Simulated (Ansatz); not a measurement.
Stationary points along a deformation path in HgTe

The calculation used DFT PBE, scalar-relativistic, plane waves, PAW (Ansatz). Cutoff 420 eV, Γ-centred 14×14×14 k-points, Gaussian smearing of 0.15 eV. Spin–orbit coupling is left out, which matters for the heavy elements here. No spin polarisation. Energies are free energies at this smearing, counted from the undisturbed cell; pressure is positive in compression.

Reference structure (as given, not relaxed at this level; it stands at 4.1 GPa):

```
Hg Te
1.0
     0.00000    3.22350    3.22350
     3.22350    0.00000    3.22350
     3.22350    3.22350    0.00000
Hg Te
1 1
Direct
  0.00000 0.00000 0.00000
  0.75000 0.75000 0.75000
```

At fixed volume and fractional coordinates, lengths along (0.000, 0.000, 1.000) are scaled against those across it; ρ is that ratio over its starting value. V = 33.495 Å³/atom. Δσ is the stress along the axis less the mean stress across it (compression positive).

```
    ρ  ΔE (meV/atom)  Δσ (GPa) space group
0.650           85.4      2.48        I-4m2
0.707           59.2      2.02        I-4m2
0.780           34.4      1.63        I-4m2
0.850           16.8      1.29        I-4m2
0.920            5.1      0.81        I-4m2
0.960            1.3      0.44        I-4m2
1.000            0.0      0.00        F-43m
1.050            2.2     -0.66        I-4m2
1.100            8.9     -1.44        I-4m2
1.200           37.1     -3.29        I-4m2
1.300           85.1     -5.34        I-4m2
1.414          160.0     -7.32        I-4m2
1.500          223.0     -7.78        I-4m2
```

Question: How does the stress give the slope of the energy, and where is the energy stationary?

Answer: Along the path d ln(length) is 2/3 d ln ρ on the axis and −1/3 d ln ρ across it, so dE/d ln ρ = −(2/3) V Δσ: the energy falls with ρ where Δσ is positive. Δσ vanishes or changes sign at ρ = 1.000 (F-43m), a minimum at 0.0 meV/atom. Pairs of stationary points between two samples would go unseen, and could change a minimum read from distant neighbours into a maximum. At ρ = 1.000 the cell is cubic, where symmetry alone makes the stress isotropic and the slope zero.

Question: Which shear constant sets the curvature at ρ = 1?

Answer: For a cubic crystal E/V = (2/3) C (ln ρ)² with C = C′ = (C11 − C12)/2, so Δσ = −2C ln ρ. The parabola of Δσ against ln ρ through ρ = 0.960, 1 and 1.050 gives C ≈ 6.0 GPa with the ions clamped, rough because the steps are large. It is the stress–strain coefficient at this cell's pressure of 4.1 GPa, not the zero-pressure constant.

Question: Integrate that slope from ρ = 1 to 1.200 by the trapezoid rule.

Answer: With V/N in Å³ and 1 eV/Å³ = 160.2 GPa the slopes at ρ = 1.000, 1.050, 1.100, 1.200 are 0, 92, 201, 459 meV/atom per unit of ln ρ. The steps add 2.2 + 6.8 + 28.7 = 37.8 meV/atom, against 37.1 from the energies; the trapezoid rule misses the curvature of the slope within each step.

The gap closes along the scan, which can put kinks into the curve.